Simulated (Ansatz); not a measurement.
Harmonic frequencies (cm⁻¹) at PBE0-D4/def2-TZVP from Ansatz: 223, 272, 365, 748, 893, 907, 929, 1083, 1179, 1210, 1315, 1363, 1399, 1413, 1481, 1483, 1488, 1499, 1504, 3039, 3039, 3042, 3066, 3106, 3116, 3118, 3120.

Question: Which molecule is it?
A. `C=CC`
B. `CCC`
C. `CC(=O)O`
D. `CNC`

Answer: B.
